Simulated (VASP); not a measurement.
Wanted: the native input for a VASP 6.6.1 run.

* Task: relaxation of the atoms
* Functional: PBEsol
* Potentials or basis: VASP PAW PBE potentials, release 64 (K_sv, Br)
* Cutoff: 600 eV
* k mesh: 8 × 8 × 8
* Occupations: gaussian, width 0.03 eV
* Spin: no spin polarisation
* Further INCAR settings: ALGO = Normal; EDIFF = 1e-07; IBRION = 2; EDIFFG = -0.01; NSW = 40

The structure of KBr lies in POSCAR:

```
KBr                                     
1.0
    0.0000000000      3.2129371190      3.2129371190
    3.2129371190      0.0000000000      3.2129371190
    3.2129371190      3.2129371190      0.0000000000
  K               Br            
     1     1
Direct
     0.0000000000000000    0.0000000000000000    0.0000000000000000
     0.5000000000000000    0.5000000000000000    0.5000000000000000
```

The cell isn't the ideal one: a relaxed cell with its volume scaled by 0.94.

These files were run (other wordings do the same):

INCAR

```
SYSTEM = KBr
ALGO = Normal
EDIFF = 1E-7
EDIFFG = -0.01
ENCUT = 600
GGA = PS
IBRION = 2
ISIF = 2
ISMEAR = 0
LASPH = .True.
LCHARG = .False.
LREAL = .False.
LWAVE = .False.
NELM = 80
NSW = 40
PREC = Accurate
SIGMA = 0.03
```

KPOINTS

```
k-points
0
Gamma
  8 8 8
  0 0 0
```

Potentials or basis: VASP PAW PBE potentials, release 64 (K_sv, Br).

Command:

```bash
$ cat potpaw_PBE.64/K_sv/POTCAR potpaw_PBE.64/Br/POTCAR > POTCAR
$ mpirun -np 1 vasp_std > vasp.out
```

Results of the run:

```yaml
Pressure_after_relaxing: 1.1 GPa
Band_gap_on_the_k_mesh: 4.48 eV, direct
```

Caveat: the relaxation stopped at its first step, so nothing moved; the PAW data sets were made with another functional, which shifts forces and pressure a little.

Run time: 19 s on 1 thread of Intel(R) Xeon(R) Platinum 8488C (Sapphire Rapids), with other jobs on the host, peak memory 0.21 GiB.
